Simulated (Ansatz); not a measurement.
# GaAs (zincblende) under strain

Zincblende GaAs, relaxed with r2SCAN in the PAW code Ansatz. Space group F-43m (No. 216), cubic; a = 5.666 Å in the conventional setting, 22.74 Å³ an atom. Ga has 4 As at 2.45 Å; As has 4 Ga at 2.45 Å.

The axes x, y and z are those of this cell:
```xyz
2
Lattice="0.0000 2.8331 2.8331 2.8331 0.0000 2.8331 2.8331 2.8331 0.0000" Properties=species:S:1:pos:R:3 pbc="T T T"
Ga    0.0000    0.0000    0.0000
As    1.4165    1.4165    1.4165
```

Unstrained: With PBE the gap is 0.466 eV and direct, at Γ. The r2SCAN gap is direct at Γ: 0.962 eV. The HSE06 gap is direct at Γ: 1.364 eV. Meshes: PBE 8×8×8, r2SCAN 8×8×8, HSE06 6×6×6. Strains are changes of length per length. After each strain the atoms were relaxed again with r2SCAN within the symmetry that the strain leaves, so tilts or polar shifts that break it weren't tested; points keep the names that they have in the unstrained zone. Spin-unpolarised throughout; all numbers are computed.

Changes of the least gap in eV (an overlap counts as a negative gap):
```json
{"strain": "isotropic +1.5 % on every length", "volume change (%)": "+4.6", "space group": "F-43m", "PBE": "-0.328", "r2SCAN": "-0.354", "HSE06": "-0.375", "energy rise, r2SCAN (meV/atom)": "9.8"}
{"strain": "uniaxial -1.5 % along z", "volume change (%)": "-1.5", "space group": "I-4m2", "PBE": "+0.055", "r2SCAN": "+0.062", "HSE06": "+0.067", "energy rise, r2SCAN (meV/atom)": "1.9"}
{"strain": "uniaxial -2.5 % along x", "volume change (%)": "-2.5", "space group": "I-4m2", "PBE": "+0.092", "r2SCAN": "+0.103", "HSE06": "+0.111", "energy rise, r2SCAN (meV/atom)": "5.4"}
{"strain": "uniaxial -0.5 % along [111]", "volume change (%)": "-0.5", "space group": "R3m", "PBE": "+0.015", "r2SCAN": "+0.017", "HSE06": "+0.019", "energy rise, r2SCAN (meV/atom)": "0.3"}
{"strain": "epitaxial -1.5 % in the plane normal to [111], free normal strain +0.68 %", "volume change (%)": "-2.3", "space group": "R3m", "PBE": "+0.102", "r2SCAN": "+0.109", "HSE06": "+0.117", "energy rise, r2SCAN (meV/atom)": "5.7"}
```

Isotropic +1.5 % on every length. HSE06: the gap goes from 1.364 to 0.989 eV (-0.375 eV). Stress change with r2SCAN, compression positive: xx -2.92, yy -2.92, zz -2.92 GPa. For HSE06, dE_g/d ln V = -8.4 eV over this step.

Uniaxial -1.5 % along z, other directions held. HSE06: the gap goes from 1.364 to 1.431 eV (+0.067 eV); with r2SCAN the top three valence levels at Γ, degenerate before, become 1+2 from the top over 89 meV. Stress change with r2SCAN, compression positive: xx +0.80, yy +0.80, zz +1.79 GPa.

Uniaxial -2.5 % along x, other directions held. HSE06: the gap goes from 1.364 to 1.475 eV (+0.111 eV); with r2SCAN the top three valence levels at Γ, degenerate before, become 1+2 from the top over 148 meV. Stress change with r2SCAN, compression positive: xx +3.03, yy +1.39, zz +1.39 GPa.

Uniaxial -0.5 % along [111], other directions held. HSE06: the gap goes from 1.364 to 1.383 eV (+0.019 eV); with r2SCAN the top three valence levels at Γ, degenerate before, become 1+2 from the top over 34 meV. Stress change with r2SCAN, compression positive: xx +0.37, yy +0.37, zz +0.37, xy +0.22, xz +0.22, yz +0.22 GPa.

Epitaxial -1.5 % in the plane normal to [111], free normal strain +0.68 %. HSE06: the gap goes from 1.364 to 1.481 eV (+0.117 eV); with r2SCAN the top three valence levels at Γ, degenerate before, become 2+1 from the top over 190 meV. Stress change with r2SCAN, compression positive: xx +1.81, yy +1.81, zz +1.81, xy -0.92, xz -0.92, yz -0.92 GPa.

The runs are scalar-relativistic, without spin-orbit coupling.

The meshes of the hybrids are coarse, so their gaps aren't converged to the digits shown.

The splittings at Γ are without spin-orbit coupling, which regroups them where it is of like size or larger.
